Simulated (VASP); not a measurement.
The system is Si.

```
Si
1.0
    -2.25100    2.36850    1.27500
     2.25100   -2.36850    1.27500
     2.25100    2.36850   -1.27500
Si
2
Direct
  0.30700 0.05700 0.25000
  0.69300 0.94300 0.75000
```

This isn't the form of Si at room conditions, which is diamond.

* Program: VASP 6.6.1
* Task: relaxation of cell and atoms
* Functional: PBE
* Potentials or basis: VASP PAW PBE potentials, release 64 (Si)
* Cutoff: 520 eV
* k mesh: 19 × 19 × 19
* Occupations: gaussian, width 0.1 eV
* Spin: no spin polarisation

At the start: pressure 15.6 GPa; volume 13.60 Å³/atom.

**Question.** How do energy, volume and symmetry change on relaxing?

**Answer.** Over 22 steps the energy falls by 79.7 meV/atom and the volume is 15.35 Å³/atom (+12.9 %); space group I4_1/amd (No. 141, to 0.05 Å).

Step by step:
```
step  energy change (eV)  largest force (eV/Å)  pressure (GPa)  volume (Å³)
   1              0.0000                0.0033           15.63        27.19
   2             -0.0882                0.1001           -6.72        32.75
   3             -0.1424                0.0693            0.02        30.40
   4             -0.1423                0.0682            0.26        30.33
   5             -0.1432                0.0730            0.22        30.36
   6             -0.1437                0.0812            0.18        30.41
   7             -0.1445                0.0767           -0.05        30.48
   8             -0.1457                0.0609           -0.70        30.71
   9             -0.1463                0.0580           -0.62        30.68
  10             -0.1477                0.0485           -0.35        30.62
  11             -0.1498                0.0265            0.23        30.50
  12             -0.1502                0.0262            1.39        30.26
  13             -0.1507                0.0030            0.90        30.36
  14             -0.1513                0.0036            0.89        30.37
  15             -0.1530                0.0054            0.84        30.41
  16             -0.1560                0.0091            0.73        30.47
  17             -0.1590                0.0180            0.33        30.60
  18             -0.1591                0.0201            0.24        30.62
  19             -0.1591                0.0196            0.26        30.61
  20             -0.1593                0.0106            0.09        30.67
  21             -0.1594                0.0022           -0.08        30.71
  22             -0.1594                0.0003           -0.01        30.70
```

Final structure:
```
CELL_PARAMETERS angstrom
-2.40441 2.40446 1.32734
2.40441 -2.40446 1.32734
2.40441 2.40446 -1.32734
ATOMIC_POSITIONS crystal
Si 0.37507 0.12507 0.25000
Si 0.62493 0.87493 0.75000
```

Caveat: the volume moved by +13 % from the deposited cell, more than functionals usually miss.
